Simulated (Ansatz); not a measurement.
All numbers below come from DFT PBE, scalar-relativistic, plane waves, PAW (Ansatz). All cells share a 420 eV cutoff and Γ-centred k meshes spaced at most about 0.3 Å⁻¹ (about 0.25 or finer for metals, 2π included). No spin polarisation.

All energies are static (0 K, no zero-point motion).

Question: Which of these relaxed structures of MgS is the lowest in energy?
A.

Space group P4_2/mnm (No. 136). a = 6.877 Å, b = 6.877 Å, c = 4.080 Å, α = 90.00°, β = 90.00°, γ = 90.00°
```tsv
atom	site	symmetry	x	y	z
Mg	4f	m.2m	0.6732	0.6732	0.0000
S	4g	m.2m	0.8122	0.8122	0.5000
```

B.

Space group Pm-3m (No. 221). a = 3.276 Å, b = 3.276 Å, c = 3.276 Å, α = 90.00°, β = 90.00°, γ = 90.00°
| atom | site | symmetry | x | y | z |
| --- | --- | --- | --- | --- | --- |
| Mg | 1b | m-3m | 0.5000 | 0.5000 | 0.5000 |
| S | 1a | m-3m | 0.0000 | 0.0000 | 0.0000 |

Answer: A. The other, B, lies 0.59 eV/atom higher. Forms: A P4_2/mnm; B caesium chloride type, Pm-3m. Counting S atoms around Mg (those within 1.25 times the shortest such distance or 1.15 times the sum of covalent radii): A has Mg 4; B has Mg 8. Both come from invented guesses. Shaken at random and relaxed again, A came back. The lowest form computed isn't among them: it has the rock salt type, space group Fm-3m (No. 225), 17.9 Å³/atom, is reached from a cell as deposited in COD and lies 29 meV/atom below the best shown.

Cells without such a test can be saddle points. Some structure types and database cells were kept out of the candidates from the start, so a known form may be missing.
